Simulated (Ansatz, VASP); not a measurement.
## Two plane-wave programs on Au

The input INCAR:

```
ALGO     = Fast           # electronic algorithm
EDIFF    = 1E-6           # SCF threshold, eV
EDIFFG   = -0.01          # ionic threshold
ENCUT    = 600            # plane-wave cutoff, eV
GGA      = PE             # functional
IBRION   = 2              # ionic algorithm
ISIF     = 3              # what is computed and relaxed
ISMEAR   = -1             # smearing method
LASPH    = T              # aspherical terms in the spheres
LCHARG   = F              # write CHGCAR
LREAL    = F              # projectors in reciprocal space
LWAVE    = F              # write WAVECAR
NELM     = 80             # most SCF steps
NSW      = 60             # ionic steps
PREC     = Accurate       # precision mode
SIGMA    = 0.05           # smearing width, eV
```

File KPOINTS:

```
k-points
0
Gamma
  7 7 7
```

The input POSCAR:

```
Au
1.0
    3.9819500000      0.0000000000      0.0000000000
    0.0000000000      3.9819500000      0.0000000000
    0.0000000000      0.0000000000      3.9819500000
Au
3
Direct
    0.5000000000      0.0000000000      0.0000000000
    0.0000000000      0.5000000000      0.0000000000
    0.0000000000      0.0000000000      0.5000000000
```

Contents of input.yaml:

```yaml
crystal:
  lattice:
    - [3.98195, 0.0, 0.0]
    - [0.0, 3.98195, 0.0]
    - [0.0, 0.0, 3.98195]
  atoms:
    - { symbol: Au, position: [0.5, 0.0, 0.0] }
    - { symbol: Au, position: [0.0, 0.5, 0.0] }
    - { symbol: Au, position: [0.0, 0.0, 0.5] }
hamiltonian:
  xc: pbe
  pseudopotentials: { kind: paw }
kpoints:
  mp_grid: { grid: [7, 7, 7] }
scf:
  occupations: { method: fermi_dirac, width: 0.05 }
output:
  forces: true
  stress: true
  eigenvalues: true
relax:
  f_tol: 0.01
  max_steps: 40
  cell: { stress_tol: 0.05 }
```

The cell was built by a generator and needn't be a form met in nature.

Alike in both runs: task relaxation of cell and atoms; functional PBE; k mesh 7 × 7 × 7; occupations fermi-dirac, width 0.05 eV; no spin polarisation.

|  | VASP | Ansatz |
| --- | --- | --- |
| version | VASP 6.6.1 | Ansatz 0.2.0 |
| potentials or method | VASP PAW PBE potentials, release 64 (Au_GW) | Ansatz PAW |
| plane-wave cutoff (eV) | 600 | 420 |
| valence electrons in the cell | 33 | 57 |

Ansatz gave:

```
gap on the k mesh at the Fermi level, each at its own relaxed structure (eV) : none
relaxed volume (Å³/atom)                                                     : 21.05
relaxed cell length with the largest relative difference (Å)                 : 3.982
```

Task: What did VASP give for the same quantities?

Result: gap on the k mesh at the Fermi level, each at its own relaxed structure (eV): none; relaxed volume (Å³/atom): 20.98; relaxed cell length with the largest relative difference (Å): 3.978.

A gap of «none» marks a metal or a gap that the smearing closes. The two sets of potentials don't hold the same shells in valence.

Caveats: the plane-wave basis is chosen anew once the cell has moved, so the energies of steps on either side of that aren't comparable (Ansatz). The runs have no spin-orbit coupling, so splittings on Au are missing.
